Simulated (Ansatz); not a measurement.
# The perfect armchair graphene nanoribbon (N = 16, H edges)

Aim: is the armchair graphene nanoribbon (N = 16, H edges) a metal or a semiconductor?

Main program and level: Ansatz 0.2.0; DFT PBE, plane waves, PAW; relaxation of a wire's period, in the first sound run; inputs show where later runs differ.

## (1) Starting point

The cell holds 36 atoms: 32 C and 4 H. Cell: a = 27.300 Å, b = 7.000 Å, c = 4.260 Å, α = 90.0°, β = 90.0°, γ = 90.0°. Vacuum lies along a and b. The structure's axis is c.

## (2) The relaxed wire

Band widths follow the bond lengths, so the wire is relaxed first. The atoms and the third cell vector are free; the box across stays fixed as vacuum. A Fermi-Dirac smearing is set since the result may be a metal. The pressure printed is a third of the stress's trace over the whole box, vacuum included; only the stress along the axis is relaxed.

Contents of input.yaml:

```yaml
crystal:
  lattice:
    - [27.3, 0.0, 0.0]
    - [0.0, 7.0, 0.0]
    - [0.0, 0.0, 4.26]
  atoms:
    - { symbol: C, position: [0.162148248, 0.5, 0.0] }
    - { symbol: C, position: [0.252240268, 0.5, 0.0] }
    - { symbol: C, position: [0.342332288, 0.5, 0.0] }
    - { symbol: C, position: [0.432424309, 0.5, 0.0] }
    - { symbol: C, position: [0.522516329, 0.5, 0.0] }
    - { symbol: C, position: [0.612608349, 0.5, 0.0] }
    - { symbol: C, position: [0.702700369, 0.5, 0.0] }
    - { symbol: C, position: [0.792792389, 0.5, 0.0] }
    - { symbol: C, position: [0.162148248, 0.5, 0.333333333] }
    - { symbol: C, position: [0.252240268, 0.5, 0.333333333] }
    - { symbol: C, position: [0.342332288, 0.5, 0.333333333] }
    - { symbol: C, position: [0.432424309, 0.5, 0.333333333] }
    - { symbol: C, position: [0.522516329, 0.5, 0.333333333] }
    - { symbol: C, position: [0.612608349, 0.5, 0.333333333] }
    - { symbol: C, position: [0.702700369, 0.5, 0.333333333] }
    - { symbol: C, position: [0.792792389, 0.5, 0.333333333] }
    - { symbol: H, position: [0.871781519, 0.5, 0.374413146] }
    - { symbol: H, position: [0.128205128, 0.5, 0.458920188] }
    - { symbol: C, position: [0.207194258, 0.5, 0.5] }
    - { symbol: C, position: [0.297286278, 0.5, 0.5] }
    - { symbol: C, position: [0.387378298, 0.5, 0.5] }
    - { symbol: C, position: [0.477470319, 0.5, 0.5] }
    - { symbol: C, position: [0.567562339, 0.5, 0.5] }
    - { symbol: C, position: [0.657654359, 0.5, 0.5] }
    - { symbol: C, position: [0.747746379, 0.5, 0.5] }
    - { symbol: C, position: [0.837838399, 0.5, 0.5] }
    - { symbol: C, position: [0.207194258, 0.5, 0.833333333] }
    - { symbol: C, position: [0.297286278, 0.5, 0.833333333] }
    - { symbol: C, position: [0.387378298, 0.5, 0.833333333] }
    - { symbol: C, position: [0.477470319, 0.5, 0.833333333] }
    - { symbol: C, position: [0.567562339, 0.5, 0.833333333] }
    - { symbol: C, position: [0.657654359, 0.5, 0.833333333] }
    - { symbol: C, position: [0.747746379, 0.5, 0.833333333] }
    - { symbol: C, position: [0.837838399, 0.5, 0.833333333] }
    - { symbol: H, position: [0.128205128, 0.5, 0.874413146] }
    - { symbol: H, position: [0.871781519, 0.5, 0.958920188] }
kpoints:
  mp_grid: { grid: [1, 1, 19] }
scf:
  occupations: { method: fermi_dirac, width: 0.05 }
hamiltonian:
  xc: pbe
relax:
  cell: { fix: [a, b, alpha, beta, gamma] }
  max_steps: 60
```

Started as:

```console
$ ansatz run input.yaml --threads 4 --pin off --max-ram 16384MiB --backend cpu --events-out ev --progress --plain --runs-dir out
```

Numbers of over 12 decimals in the logs are rounded to 6 here.

The log of the run:

```text
Engine: ansatz 0.2.0, x86_64-unknown-linux-gnu
Pseudopotentials: kind: paw
Pseudopotential: C, paw, valence charge 4, recommended cutoff 420 eV (normal), C.paw.azcp
Pseudopotential: H, paw, valence charge 1, recommended cutoff 420 eV (normal), H.paw.azcp
Functional definition: PBE
  parameter kappa = 0.804
  parameter beta = 0.066725
  exchange = pbe_x(kappa = kappa, mu = beta*pi^2/3)
  correlation = pbe_c(beta = beta)
Crystal: 36 atoms, lattice volume = 814.086 Å³
Basis set: ecut = 420 eV, 15919 PW (Γ), exchange–correlation on 384×96×60 points (8 copies of the dense FFT grid, shifted against one another)
Bands: 102, of which v1, the nominal top of the filled ones, is band 66 counted from 1 (65 counted from 0)
Symmetry: 8 space group operations
Space group: Pmma (ITA 51), of the structure as read, at distance tolerance 9.3e-5 Å
k-points: 10 of 19
Non-local potential: C, projectors of the file, l = 0: 2, l = 1: 2, l = 2: 1
Non-local potential: H, projectors of the file, l = 0: 2, l = 1: 1
PAW form: soft (Blöchl's): semilocal exchange-correlation on the pseudo side does not see the compensation charge
PAW one-centre angular grid: C, 110 points (default); XC on 64 Gauss nodes
PAW one-centre angular grid: H, 110 points (default); XC on 64 Gauss nodes
Initial density: superposition of atomic densities (neutral atoms: chi_scale 0, normalization atom), corrected by the library's trained network
Initial wavefunctions: pseudopotential atomic-orbital guess
Functional: x = pbe(κ = 0.804, μ = 0.219515), c = pbe(β = 0.066725)
SCF iter   1: F=—  HF=-8093.146100 eV  |F-HF|=—  |Δ(HF+E_count)|=         —  Δρ=2.59e-3  dr2=1.57e-1  ethr=1.77e-3  ⟨swp⟩=10.0  Hψ=5986  notcnv=0  defer=195
preconditioner: auto → Resta (q_TF=auto, 2.015 Å⁻¹)  ε∞=2.1  [insulator: Δε(μ)=0.686 eV  Ē_g=14.520 eV  σ=0.050 eV  W_gap=1.00  n_scr=118 (ndim 8)  ℏωp=15.0 eV  f_vac=0.577  D(μ)=0.01/eV (n_scr^D=0)  ε∞_Penn≈2.1  vacuum switching on, ρ_ref=1.5e-2 e/Å³]
SCF iter   2: F=—  HF=-8093.131585 eV  |F-HF|=—  |Δ(HF+E_count)|=   1.45e-2  Δρ=2.01e-3  dr2=1.14e-1  ethr=1.19e-4  ⟨swp⟩=2.0  Hψ=1596  notcnv=0  defer=283
SCF iter   3: F=—  HF=-8093.118618 eV  |F-HF|=—  |Δ(HF+E_count)|=   1.30e-2  Δρ=1.09e-3  dr2=2.83e-2  ethr=8.60e-5  ⟨swp⟩=2.0  Hψ=1108  notcnv=0  defer=283
SCF iter   4: F=—  HF=-8093.115337 eV  |F-HF|=—  |Δ(HF+E_count)|=   3.28e-3  Δρ=5.47e-4  dr2=4.47e-3  ethr=2.14e-5  ⟨swp⟩=1.6  Hψ=1146  notcnv=0  defer=285
SCF iter   5: F=—  HF=-8093.115994 eV  |F-HF|=—  |Δ(HF+E_count)|=   6.57e-4  Δρ=1.92e-4  dr2=2.33e-4  ethr=3.39e-6  ⟨swp⟩=2.4  Hψ=1517  notcnv=0  defer=290
SCF iter   6: F=—  HF=-8093.116455 eV  |F-HF|=—  |Δ(HF+E_count)|=   4.61e-4  Δρ=7.63e-5  dr2=4.13e-5  ethr=1.77e-7  ⟨swp⟩=2.0  Hψ=1226  notcnv=0  defer=290
SCF iter   7: F=—  HF=-8093.117028 eV  |F-HF|=—  |Δ(HF+E_count)|=   5.73e-4  Δρ=1.92e-5  dr2=3.82e-6  ethr=3.13e-8  ⟨swp⟩=2.3  Hψ=1302  notcnv=0  defer=290
SCF iter   8: F=—  HF=-8093.117028 eV  |F-HF|=—  |Δ(HF+E_count)|=   9.49e-8  Δρ=6.12e-6  dr2=2.19e-7  ethr=2.90e-9  ⟨swp⟩=2.0  Hψ=1201  notcnv=0  defer=290
SCF iter   9: F=-8093.117029 eV  HF=-8093.117029 eV  |F-HF|=1.62e-7  |Δ(HF+E_count)|=   9.87e-7  Δρ=2.32e-6  dr2=3.80e-8  ethr=7.58e-11  ⟨swp⟩=4.1  Hψ=3040  notcnv=0
SCF 1 converged in 9 iterations: F = -8093.117029 eV  dr2 = 3.80e-8
  greatest PAW one-centre occupation: 0.674 electrons in one spin orbital (limit 2), on the C atom at site 32 (counted from 0), in its partial waves of l = 0
relax step   1: F+E_penalty+E_count = -8093.11702920 eV  Δ(F+E_penalty+E_count) = +0.000e0 eV  max|allowed force component| = 2.389e0 eV/Å  Δτ_max = 0.0000 Å  P = +0.752 GPa  Ω = 814.086 Å³  fix = [a, b, alpha, beta, gamma]  reactions: a +0.922, b +0.118 GPa  (9 SCF iters, dr2 threshold 1.00e-7 eV, accepted)
Crystal: 36 atoms, lattice volume = 817.779 Å³
Basis set: ecut = 420 eV, 16019 PW (Γ), exchange–correlation on 384×96×60 points (8 copies of the dense FFT grid, shifted against one another)
Initial density: handed on by an earlier stage of this run
Initial wavefunctions: those handed on with the density
iter 1 solved again at ethr=6.32e-5 eV; its pass at ethr=3.10e-3 eV (dr2=8.34e-2 eV) is discarded
SCF iter   1: F=—  HF=-8093.336843 eV  |F-HF|=—  |Δ(HF+E_count)|=         —  Δρ=3.62e-3  dr2=8.35e-2  ethr=6.32e-5  ⟨swp⟩=6.4  Hψ=4382  notcnv=0  defer=3
preconditioner: auto → Resta (q_TF=auto, 2.013 Å⁻¹)  ε∞=2.1  [insulator: Δε(μ)=0.694 eV  Ē_g=14.181 eV  σ=0.050 eV  W_gap=1.00  n_scr=118 (ndim 8)  ℏωp=14.9 eV  f_vac=0.582  D(μ)=0.00/eV (n_scr^D=0)  ε∞_Penn≈2.1  vacuum switching on, ρ_ref=1.5e-2 e/Å³]
SCF iter   2: F=—  HF=-8093.319201 eV  |F-HF|=—  |Δ(HF+E_count)|=   1.76e-2  Δρ=1.55e-3  dr2=2.39e-2  ethr=6.32e-5  ⟨swp⟩=3.9  Hψ=2018  notcnv=0  defer=1
SCF iter   3: F=—  HF=-8093.319388 eV  |F-HF|=—  |Δ(HF+E_count)|=   1.86e-4  Δρ=9.11e-4  dr2=2.75e-2  ethr=1.81e-5  ⟨swp⟩=3.2  Hψ=1840  notcnv=0  defer=21
SCF iter   4: F=—  HF=-8093.315791 eV  |F-HF|=—  |Δ(HF+E_count)|=   3.60e-3  Δρ=3.53e-4  dr2=1.37e-3  ethr=1.81e-5  ⟨swp⟩=2.1  Hψ=1198  notcnv=0  defer=30
SCF iter   5: F=—  HF=-8093.316215 eV  |F-HF|=—  |Δ(HF+E_count)|=   4.24e-4  Δρ=1.34e-4  dr2=9.98e-5  ethr=1.03e-6  ⟨swp⟩=2.0  Hψ=1297  notcnv=0  defer=28
SCF iter   6: F=—  HF=-8093.316226 eV  |F-HF|=—  |Δ(HF+E_count)|=   1.17e-5  Δρ=4.63e-5  dr2=1.43e-5  ethr=7.56e-8  ⟨swp⟩=2.0  Hψ=1161  notcnv=0  defer=29
SCF iter   7: F=-8093.316229 eV  HF=-8093.316229 eV  |F-HF|=1.99e-7  |Δ(HF+E_count)|=   2.74e-6  Δρ=1.25e-5  dr2=1.04e-6  ethr=2.73e-9  ⟨swp⟩=4.7  Hψ=3153  notcnv=0
SCF 2 converged in 7 iterations: F = -8093.316229 eV  dr2 = 1.04e-6
  greatest PAW one-centre occupation: 0.676 electrons in one spin orbital (limit 2), on the C atom at site 33 (counted from 0), in its partial waves of l = 0
relax step   2: F+E_penalty+E_count = -8093.31622918 eV  Δ(F+E_penalty+E_count) = -1.992e-1 eV  max|allowed force component| = 7.359e-1 eV/Å  Δτ_max = 0.0443 Å  P = +0.243 GPa  Ω = 817.779 Å³  energy of the carried Pulay correction = -4.572e-3 eV  fix = [a, b, alpha, beta, gamma]  reactions: a +0.426, b +0.112 GPa  (7 SCF iters, dr2 threshold 3.60e-6 eV, accepted)
Crystal: 36 atoms, lattice volume = 818.556 Å³
iter 1 solved again at ethr=1.25e-5 eV; its pass at ethr=3.10e-3 eV (dr2=1.64e-2 eV) is discarded
SCF iter   1: F=—  HF=-8093.337406 eV  |F-HF|=—  |Δ(HF+E_count)|=         —  Δρ=1.79e-3  dr2=1.64e-2  ethr=1.25e-5  ⟨swp⟩=4.1  Hψ=3993  notcnv=0  defer=1
[...]
preconditioner: auto → Resta (q_TF=auto, 2.013 Å⁻¹)  ε∞=2.1  [insulator: Δε(μ)=0.708 eV  Ē_g=14.194 eV  σ=0.050 eV  W_gap=1.00  n_scr=118 (ndim 8)  ℏωp=14.9 eV  f_vac=0.581  D(μ)=0.00/eV (n_scr^D=0)  ε∞_Penn≈2.1  vacuum switching on, ρ_ref=1.5e-2 e/Å³]
SCF iter   2: F=—  HF=-8093.339226 eV  |F-HF|=—  |Δ(HF+E_count)|=   9.77e-4  Δρ=1.75e-5  dr2=1.80e-7  ethr=5.50e-10  ⟨swp⟩=3.1  Hψ=2166  notcnv=0  defer=17
SCF iter   3: F=—  HF=-8093.339464 eV  |F-HF|=—  |Δ(HF+E_count)|=   2.38e-4  Δρ=1.59e-6  dr2=1.22e-8  ethr=1.36e-10  ⟨swp⟩=2.4  Hψ=1536  notcnv=0  defer=18
SCF iter   4: F=—  HF=-8093.339465 eV  |F-HF|=—  |Δ(HF+E_count)|=   1.86e-6  Δρ=4.91e-7  dr2=3.38e-9  ethr=9.27e-12  ⟨swp⟩=2.0  Hψ=1206  notcnv=0  defer=18
SCF iter   5: F=—  HF=-8093.339465 eV  |F-HF|=—  |Δ(HF+E_count)|=   3.03e-9  Δρ=2.68e-7  dr2=2.48e-9  ethr=2.56e-12  ⟨swp⟩=2.5  Hψ=1407  notcnv=0  defer=18
SCF iter   6: F=-8093.339465 eV  HF=-8093.339465 eV  |F-HF|=2.53e-10  |Δ(HF+E_count)|=  5.82e-11  Δρ=1.25e-7  dr2=3.34e-10  ethr=1.00e-12  ⟨swp⟩=3.0  Hψ=3194  notcnv=0
SCF 6 converged in 6 iterations: F = -8093.339465 eV  dr2 = 3.34e-10
relax step   6: F+E_penalty+E_count = -8093.33946550 eV  Δ(F+E_penalty+E_count) = -5.554e-3 eV  max|allowed force component| = 5.476e-3 eV/Å  Δτ_max = 0.0000 Å  P = +0.047 GPa  Ω = 818.654 Å³  fix = [a, b, alpha, beta, gamma]  reactions: a +0.001, b +0.134 GPa  stress off target by 5.24e-3 GPa on what of the cell is left free  SCF on the basis re-selected at this cell (its energy is not comparable with the rows above)  (6 SCF iters)
basis re-selected at this cell: Δ(F+E_penalty+E_count) = -5.554e-3 eV, ΔP = +0.009 GPa vs the last step (what re-selecting the basis moved, of the pressure what is left beyond the Pulay correction that the steps carried, after the strain that the cell walked since its last selection, with what the two solves' SCF thresholds leave and, on support functions, any second-order correction that the steps lacked; it is no m [...]
SCF converged after 6 iterations
Free energy (F): -8093.339465 eV
Harris-Foulkes:  -8093.339465 eV  (|F-HF|=2.53e-10)
Internal energy: -8093.339377 eV  (E = F + TS)
E sigma→0 (E₀):  -8093.339421 eV
Entropy (-TS):   -0.000088 eV (-0.002 meV/atom)
Fermi energy:    -0.084531 eV
--- Per-component energies (eV) ---
  E_band       = -1201.132984
  E_kinetic    = 2958.494977
  E_local      = -30082.917484  (includes V_loc(G=0)·N_el)
  E_nonlocal   = 880.387273
  E_hartree    = 13603.890445
  E_xc         = -1569.639846
  E_vxc        = -1944.617458  (∫ρ·V_xc dr)
  E_paw        = -3181.070730  (= ΣΔE_a)
  E_vpaw       = -220.255085  (= ΣTr[D̂ρ^β])
  E_aug_tail   = -0.005313  (compensation charges beyond the density's cutoff)
  E_ewald      = 9297.521301
  E_smearing   = -0.000088  (= −TS)
  E_closure    = -0.000000  (closes the sum)
  Σ components = -8093.339465   (vs F -8093.339465, Δ=0.00e0)
--- Forces (eV/Å), atoms counted from 1 ---
  atom   1  C     -0.00123765     0.00000000     0.00547572
  atom   2  C     -0.00056704     0.00000000    -0.00110215
  atom   3  C      0.00041209     0.00000000    -0.00193364
  atom   4  C      0.00016893    -0.00000000     0.00012395
  atom   5  C     -0.00064195     0.00000000    -0.00143613
  atom   6  C      0.00071350     0.00000000    -0.00111529
  atom   7  C     -0.00029128     0.00000000     0.00025168
  atom   8  C     -0.00070387    -0.00000000    -0.00276918
  atom   9  C     -0.00123765     0.00000000    -0.00547572
  atom  10  C     -0.00056704     0.00000000     0.00110215
  atom  11  C      0.00041209     0.00000000     0.00193364
  atom  12  C      0.00016893     0.00000000    -0.00012395
  atom  13  C     -0.00064195     0.00000000     0.00143613
  atom  14  C      0.00071350     0.00000000     0.00111529
  atom  15  C     -0.00029128     0.00000000    -0.00025168
  atom  16  C     -0.00070387    -0.00000000     0.00276918
  atom  17  H     -0.00080225     0.00000000    -0.00131319
  atom  18  H      0.00080225     0.00000000     0.00131319
  atom  19  C      0.00070387    -0.00000000    -0.00276918
  atom  20  C      0.00029128     0.00000000     0.00025168
  atom  21  C     -0.00071350     0.00000000    -0.00111529
  atom  22  C      0.00064195     0.00000000    -0.00143613
  atom  23  C     -0.00016893    -0.00000000     0.00012395
  atom  24  C     -0.00041209     0.00000000    -0.00193364
  atom  25  C      0.00056704     0.00000000    -0.00110215
  atom  26  C      0.00123765     0.00000000     0.00547572
  atom  27  C      0.00070387    -0.00000000     0.00276918
  atom  28  C      0.00029128     0.00000000    -0.00025168
  atom  29  C     -0.00071350     0.00000000     0.00111529
  atom  30  C      0.00064195     0.00000000     0.00143613
  atom  31  C     -0.00016893    -0.00000000    -0.00012395
  atom  32  C     -0.00041209     0.00000000     0.00193364
  atom  33  C      0.00056704     0.00000000     0.00110215
  atom  34  C      0.00123765     0.00000000    -0.00547572
  atom  35  H      0.00080225     0.00000000    -0.00131319
  atom  36  H     -0.00080225     0.00000000     0.00131319
  max |Σ_I F_I| component: 6.51e-19 eV/Å
--- Stress (GPa, compression-positive) ---
        0.001222       0.000000       0.000000
        0.000000       0.134124       0.000000
        0.000000       0.000000       0.005242
  P = ⅓ Tr σ = 0.0469 GPa (0.469 kbar)
--- Relaxed structure (5 steps of the walk, 5 accepted, 1 SCFs on fresh bases) ---
  F+E_penalty+E_count = -8093.33946550 eV   max|allowed force component| = 5.476e-3 eV/Å   (the final SCF, on the basis selected at the relaxed cell)
  cell:  # Å, volume = 818.6541 Å³
    - [27.3, 0.0, 0.0]
    - [0.0, 7.0, 0.0]
    - [0.0, 0.0, 4.283904]
  atoms:
    - { symbol: C, position: [0.162290, 0.5, 0.00682299] }
    - { symbol: C, position: [0.251519, 0.5, -0.000166383] }
    - { symbol: C, position: [0.341995, 0.5, -0.000230678] }
    - { symbol: C, position: [0.432283, 0.5, 0.000412201] }
    - { symbol: C, position: [0.522546, 0.5, -4.58824721569805e-5] }
    - { symbol: C, position: [0.612928, 0.5, 1.3527255000054921e-6] }
    - { symbol: C, position: [0.703129, 0.5, 0.000720407] }
    - { symbol: C, position: [0.793550, 0.5, -0.00108446] }
    - { symbol: C, position: [0.162290, 0.5, 0.326510] }
    - { symbol: C, position: [0.251519, 0.5, 0.333500] }
    - { symbol: C, position: [0.341995, 0.5, 0.333564] }
    - { symbol: C, position: [0.432283, 0.5, 0.332921] }
    - { symbol: C, position: [0.522546, 0.5, 0.333379] }
    - { symbol: C, position: [0.612928, 0.5, 0.333332] }
    - { symbol: C, position: [0.703129, 0.5, 0.332613] }
    - { symbol: C, position: [0.793550, 0.5, 0.334418] }
    - { symbol: H, position: [0.872779, 0.5, 0.386529] }
    - { symbol: H, position: [0.127221, 0.5, 0.446804] }
    - { symbol: C, position: [0.206450, 0.5, 0.498916] }
    - { symbol: C, position: [0.296871, 0.5, 0.500720] }
    - { symbol: C, position: [0.387072, 0.5, 0.500001] }
    - { symbol: C, position: [0.477454, 0.5, 0.499954] }
    - { symbol: C, position: [0.567717, 0.5, 0.500412] }
    - { symbol: C, position: [0.658005, 0.5, 0.499769] }
    - { symbol: C, position: [0.748481, 0.5, 0.499834] }
    - { symbol: C, position: [0.837710, 0.5, 0.506823] }
    - { symbol: C, position: [0.206450, 0.5, 0.834418] }
    - { symbol: C, position: [0.296871, 0.5, 0.832613] }
    - { symbol: C, position: [0.387072, 0.5, 0.833332] }
    - { symbol: C, position: [0.477454, 0.5, 0.833379] }
    - { symbol: C, position: [0.567717, 0.5, 0.832921] }
    - { symbol: C, position: [0.658005, 0.5, 0.833564] }
    - { symbol: C, position: [0.748481, 0.5, 0.833500] }
    - { symbol: C, position: [0.837710, 0.5, 0.826510] }
    - { symbol: H, position: [0.127221, 0.5, 0.886529] }
    - { symbol: H, position: [0.872779, 0.5, 0.946804] }
```

The job ended after 1.9 min (4 threads of Intel Xeon Platinum 8259CL at 2.50GHz (Skylake/Cascade Lake), shared host; peak memory 2.5 GiB; 6.9 min of CPU time).

Step by step:

```
step  energy less that of the first step (eV)  largest force component (eV/Å)  pressure (GPa)  volume (Å³)
   1                                   0.0000                          2.3889            0.75       814.09
   2                                  -0.1992                          0.7359            0.24       817.78
   3                                  -0.2167                          0.0604            0.07       818.56
   4                                  -0.2168                          0.0103            0.03       818.67
   5                                  -0.2169                          0.0057            0.04       818.65
  6*                                  -0.2224                          0.0055            0.05       818.65
```

Relaxation steps marked * repeat the geometry before them on a plane-wave basis chosen anew for their cell, so energy and pressure can jump there.

Forces are held to the 8 operations that the run works with; a distortion that breaks them can't arise in this run.

```
cell as run  before  after  change
      c (Å)   4.260  4.284  +0.6 %
```

The atoms that moved most (Å, along periodic axes as changes of fractional coordinates times the final cell, across vacuum about the mean position):

```
atom      dx     dy      dz  length
 H36   0.027  0.000  -0.052   0.059
 H18  -0.027  0.000  -0.052   0.059
 H17   0.027  0.000   0.052   0.059
 H35  -0.027  0.000   0.052   0.059
  C1   0.004  0.000   0.029   0.029
  C9   0.004  0.000  -0.029   0.029
 C26  -0.004  0.000   0.029   0.029
 C34  -0.004  0.000  -0.029   0.029
```

Numbers from this step:

* cell length along the wire: 4.284 Å

The cell's length comes to 4.284 Å with spin left out.

[end of part 1 of 4]

[Logs are printed without paths, hosts, clocks, repeated set-up lines and the standing remarks that a program may print on its own settings, such as how far it seeks lower states.]

[Hosts, paths, dates, database ids (printed as entryN), source tags and the programs' standing remarks are cut or masked in the printed files.]
